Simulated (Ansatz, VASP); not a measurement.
Two plane-wave programs on Sb

```
CELL_PARAMETERS angstrom
3.13879 0.00000 0.00000
0.00000 3.13879 0.00000
0.00000 0.00000 3.13879
ATOMIC_POSITIONS crystal
Sb 0.00000 0.00000 0.00000
```

Change from the starting cell: volume scaled by 0.98, PAW files.

Alike in both runs: task electric field gradients; functional PBEsol; k mesh 13 × 13 × 13; occupations fermi-dirac, width 0.05 eV; no spin polarisation.

|  | VASP | Ansatz |
| --- | --- | --- |
| version | VASP 6.6.1 | Ansatz 0.2.0 |
| potentials or method | VASP PAW PBE potentials, release 64 (Sb) | PAW with Ansatz's default frozen-core files, scalar-relativistic |
| plane-wave cutoff (eV) | 520 | 420 |
| valence electrons in the cell | 5 | 15 |

```csv
,VASP,Ansatz,Ansatz less VASP
pressure (GPa),-4.0,-4.1,-0.05
Vzz of the field gradient on the site that differs most (V/Å²),0.0,0.0,0.00
```

The two sets of potentials don't hold the same shells in valence. Ansatz warned: «gradients_without_spin_orbit».

Caveats: the PAW data sets were made with another functional, which shifts forces and pressure a little (VASP). Spin-orbit coupling is left out, which matters for the levels of Sb.
